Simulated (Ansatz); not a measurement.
# GaN: the order of phases at one pressure, part 2 of 2

Aim: bring GaN in several structures (rocksalt, CsCl, zincblende, wurtzite, NiAs) to one pressure and rank them by enthalpy. The pressure is set by scaling the first phase. The runs shown use LAPW. Companion runs by PAW are cited.

Ansatz 0.2.0; DFT PBE; a cell built from a prototype (rocksalt type), not taken from measurement. Earlier steps stand in the parts before.

## Step 5: Wurtzite at the cell that PAW relaxed, LAPW

input.yaml

```yaml
crystal:
  lattice:
    - [2.7886933818, 0.0, 0.0]
    - [-1.3943466909, 2.415079312, 0.0]
    - [0.0, 0.0, 4.6360328548]
  atoms:
    - { symbol: Ga, position: [0.3333333333, 0.6666666667, 0.0031511941] }
    - { symbol: Ga, position: [0.6666666667, 0.3333333333, 0.5031511941] }
    - { symbol: "N", position: [0.3333333333, 0.6666666667, 0.3728488059] }
    - { symbol: "N", position: [0.6666666667, 0.3333333333, 0.8728488059] }
kpoints:
  mp_grid: { grid: [13, 13, 7] }
scf:
  occupations: { method: fermi_dirac, width: 0.1 }
hamiltonian:
  xc: pbe
  pseudopotentials: { kind: all_electron, lapw: { basis_error: 0.0005 } }
output:
  forces: true
  stress: true
  eigenvalues: true
  populations: true
```

The run is started by

```console
$ ansatz run input.yaml --threads 1 --pin off --max-ram 3584MiB --backend cpu --events-out ev --progress --plain --runs-dir out
```

Output, cut to the lines that bear on the results:

```text
Ga: projections on atomic orbitals take those of the free atom 1s2 2s2 2p6 3s2 3p6 3d10 4s2 4p1, of charge +0.00 (hamiltonian.pseudopotentials.projection_atoms)
N: projections on atomic orbitals take those of the free atom 1s2 2s2 2p3, of charge +0.00 (hamiltonian.pseudopotentials.projection_atoms)
LAPW: plane waves up to 12.523 Å⁻¹, error target 5.0e-4 eV per atom; small_component_spin mean_spin; N in spheres of 0.742 Å, 7 of its electrons in bands, Dirac shells []; Ga in spheres of 0.972 Å, 21 of its electrons in bands, Dirac shells []
[...]
Pseudopotentials: kind: all_electron
Pseudopotential: Ga, LAPW, valence charge 21, Koelling and Harmon's equation, gaussian nucleus
Pseudopotential: N, LAPW, valence charge 7, Koelling and Harmon's equation, gaussian nucleus
Functional definition: PBE
[...]
Crystal: 4 atoms, lattice volume = 31.223 Å³
[...]
SCF converged after 9 iterations
Free energy (F): -108775.912166 eV
[...]
E sigma→0 (E₀):  -108775.912166 eV
Fermi energy:    21.678832 eV
[...]
--- Forces (eV/Å), atoms counted from 1 ---
  atom   1  Ga    -0.00000000     0.00000000    -0.00307850
  atom   2  Ga    -0.00000000    -0.00000000    -0.00307850
  atom   3  N      0.00000000     0.00000000     0.00308670
  atom   4  N      0.00000000    -0.00000000     0.00308670
[...]
--- Stress (GPa, compression-positive) ---
      169.553896       0.000000       0.000000
        0.000000     169.553896       0.000000
        0.000000       0.000000     169.551258
  P = ⅓ Tr σ = 169.5530 GPa (1695.530 kbar)
--- Band table (eV; the first three rows and the last of 84) ---
[...]
--- Löwdin populations: 4 sites ---
  site symbol       q [e]
     0     Ga     30.0734
     1     Ga     30.0734
     2      N      7.8939
     3      N      7.8939
  spilling = 0.000860 (of n_electrons = 76.000000)
```

Run time: 93 s. Hardware: 1 thread of Intel Xeon Platinum 8488C (Sapphire Rapids), shared host; peak memory 0.69 GiB.

In short: pressure 169.55 GPa; gap on the k mesh 4.25 eV (an odd mesh misses the zone boundary); largest force 0.003 eV/Å.

## Step 6: NiAs at the cell that PAW relaxed, LAPW

input.yaml

```yaml
crystal:
  lattice:
    - [2.6255619102, 0.0, 0.0]
    - [-1.3127809551, 2.2738033134, 0.0]
    - [0.0, 0.0, 4.5959484886]
  atoms:
    - { symbol: Ga, position: [0.0, 0.0, 0.0] }
    - { symbol: Ga, position: [0.0, 0.0, 0.5] }
    - { symbol: "N", position: [0.3333333333, 0.6666666667, 0.25] }
    - { symbol: "N", position: [0.6666666667, 0.3333333333, 0.75] }
kpoints:
  mp_grid: { grid: [12, 12, 7] }
scf:
  occupations: { method: fermi_dirac, width: 0.1 }
hamiltonian:
  xc: pbe
  pseudopotentials: { kind: all_electron, lapw: { basis_error: 0.0005 } }
output:
  forces: true
  stress: true
  eigenvalues: true
  populations: true
```

The run is started by

```console
$ ansatz run input.yaml --threads 1 --pin off --max-ram 3584MiB --backend cpu --events-out ev --progress --plain --runs-dir out
```

Output, cut to the lines that bear on the results:

```text
Ga: projections on atomic orbitals take those of the free atom 1s2 2s2 2p6 3s2 3p6 3d10 4s2 4p1, of charge +0.00 (hamiltonian.pseudopotentials.projection_atoms)
N: projections on atomic orbitals take those of the free atom 1s2 2s2 2p3, of charge +0.00 (hamiltonian.pseudopotentials.projection_atoms)
LAPW: plane waves up to 11.231 Å⁻¹, error target 5.0e-4 eV per atom; small_component_spin mean_spin; N in spheres of 0.834 Å, 7 of its electrons in bands, Dirac shells []; Ga in spheres of 1.068 Å, 21 of its electrons in bands, Dirac shells []
[...]
[... 4 set-up lines as earlier in the session ...]
[...]
Crystal: 4 atoms, lattice volume = 27.438 Å³
[...]
SCF converged after 7 iterations
Free energy (F): -108774.614701 eV
[...]
E sigma→0 (E₀):  -108774.614701 eV
Fermi energy:    24.795189 eV
[...]
--- Forces (eV/Å), atoms counted from 1 ---
  atom   1  Ga     0.00000000    -0.00000000     0.00000000
  atom   2  Ga     0.00000000    -0.00000000     0.00000000
  atom   3  N      0.00000000     0.00000000     0.00000000
  atom   4  N     -0.00000000    -0.00000000     0.00000000
[...]
--- Stress (GPa, compression-positive) ---
      169.871305       0.000000       0.000000
        0.000000     169.871305       0.000000
        0.000000       0.000000     169.706904
  P = ⅓ Tr σ = 169.8165 GPa (1698.165 kbar)
--- Band table (eV; the first three rows and the last of 76) ---
[...]
--- Löwdin populations: 4 sites ---
  site symbol       q [e]
     0     Ga     30.0406
     1     Ga     30.0406
     2      N      7.9071
     3      N      7.9071
  spilling = 0.001376 (of n_electrons = 76.000000)
```

It took 31 s on 1 thread of Intel Xeon Platinum 8488C (Sapphire Rapids), shared host; peak memory 0.63 GiB.

Result: pressure 169.82 GPa; gap on the k mesh 3.21 eV.

## Step 7: All runs together

Rows by PAW come from runs of the same series that aren't printed here.

Enthalpy per atom, H = F + pV at p = 170 GPa, from each method's lowest phase:

```
             method       start  space group, start → end  volume (Å³/atom)  pressure (GPa)  enthalpy (meV/atom)
               LAPW    rocksalt             Fm-3m → Fm-3m             6.777           170.0                  0.0
               LAPW        CsCl             Pm-3m → Pm-3m             6.719           170.1               1228.8
               LAPW  zincblende             F-43m → F-43m             7.807           169.9                954.2
LAPW, at PAW's cell    wurtzite                    P6_3mc             7.806           169.6                946.2
LAPW, at PAW's cell        NiAs                  P6_3/mmc             6.859           169.8                266.4
                PAW    rocksalt             Fm-3m → Fm-3m             6.779           170.0                  0.0
                PAW        CsCl             Pm-3m → Pm-3m             6.717           170.0               1224.8
                PAW  zincblende             F-43m → F-43m             7.811           170.0                960.9
                PAW    wurtzite           P6_3mc → P6_3mc             7.806           170.0                952.8
                PAW        NiAs       P6_3/mmc → P6_3/mmc             6.859           170.0                266.5
```

## Step 8: Summary of results

This closing draws on all 2 parts.

| quantity | value |
| --- | --- |
| pressure | 170 GPa |
| lowest (LAPW) | rocksalt, 266.4 meV/atom under NiAs |
| lowest (PAW) | rocksalt, 266.5 meV/atom under NiAs |

**Reading.** By LAPW the order is rocksalt < NiAs < wurtzite < zincblende < CsCl. By PAW the order is rocksalt < NiAs < wurtzite < zincblende < CsCl. The methods agree on the lowest phase. Only these structures were tried, with electrons smeared by 0.1 eV and without vibrations, so the true ground state may be another. The k meshes differ between phases and weren't tested, which can move differences by some meV.
